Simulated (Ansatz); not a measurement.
Write the native input for Ansatz 0.2.0 that does the following.

* Task: band structure
* Functional: PBEsol
* Potentials or basis: all-electron LAPW, non-relativistic
* Cutoff: 281 eV (chosen from the basis error)
* Basis error allowed: 0.001 eV/atom
* k mesh: 12 × 12 × 12
* Occupations: fermi-dirac, width 0.05 eV
* Spin: no spin polarisation

Crystal: W.

```
W
1.0
    -1.58234    1.58234    1.58234
     1.58234   -1.58234    1.58234
     1.58234    1.58234   -1.58234
W
1
Cartesian
  0.0000 0.0000 0.0000
```

One way to write it, as run:

input.yaml

```yaml
crystal:
  lattice:
    - [-1.582345, 1.582345, 1.582345]
    - [1.582345, -1.582345, 1.582345]
    - [1.582345, 1.582345, -1.582345]
  atoms:
    - { symbol: W, position: [0.0, 0.0, 0.0] }
kpoints:
  mp_grid: { grid: [12, 12, 12] }
  band_path:
    path:
      - [0.0, 0.0, 0.0]
      - [0.5, -0.5, 0.5]
      - [0.0, 0.0, 0.5]
      - [0.0, 0.0, 0.0]
      - [0.25, 0.25, 0.25]
      - [0.5, -0.5, 0.5]
    npoints: 10
scf:
  occupations: { method: fermi_dirac, width: 0.05 }
hamiltonian:
  xc: pbesol
  pseudopotentials:
    kind: all_electron
    lapw: { basis_error: 0.001 }
    relativity: none
output:
  forces: true
  stress: true
  eigenvalues: true
```

Potentials or basis: all-electron LAPW, non-relativistic.

Run with:

```console
$ ansatz run input.yaml --threads 1 --pin off --max-ram 3072MiB --backend cpu --events-out ev --progress --plain --runs-dir out
```

Results of the run:

The pressure is 14.4 GPa. The band gap along the path is none (metal or under the smearing width).

Caveat: relativity is left out, which matters for the heavier elements; spin-orbit coupling is left out, which moves the levels of the heavy elements.

Run time: 14 s on 1 thread of AMD EPYC 7R43 64-Core Processor (Zen 3), with other jobs on the host, peak memory 0.32 GiB.
